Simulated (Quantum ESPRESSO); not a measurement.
**MgO in Quantum ESPRESSO: the effect of functional**

MgO:

```
Mg O
1.0
     0.00000    2.09700    2.09700
     2.09700    0.00000    2.09700
     2.09700    2.09700    0.00000
Mg O
1 1
Direct
  0.00000 0.00000 0.00000
  0.50000 0.50000 0.50000
```

The cell is a database's computed one.

Alike in all runs:

- Program: Quantum ESPRESSO 7.5
- Task: phonon dispersion
- Cutoff: 612 eV
- Density cutoff: 4898 eV
- k mesh: 4 × 4 × 4, shifted
- Occupations: fermi-dirac, width 0.05 eV
- Spin: no spin polarisation

Each run relaxes the cell or the atoms first.

| functional | potentials or basis | relaxed volume (Å³/atom) | dielectric constant (mean) | highest phonon frequency (cm⁻¹) |
| --- | --- | --- | --- | --- |
| LDA | GBRV 1.5 LDA | 9.01 | 3.19 | 716 |
| PBE | GBRV 1.5 PBE | 9.63 | 3.24 | 680 |
| PBEsol | GBRV 1.5 PBEsol | ? | ? | ? |

**Question.** What does the run with functional PBEsol give?

**Answer.** Relaxed volume 9.36 Å³/atom; dielectric constant 3.24 mean; highest phonon frequency 693 cm⁻¹.

Caveats: all runs use coarse meshes.
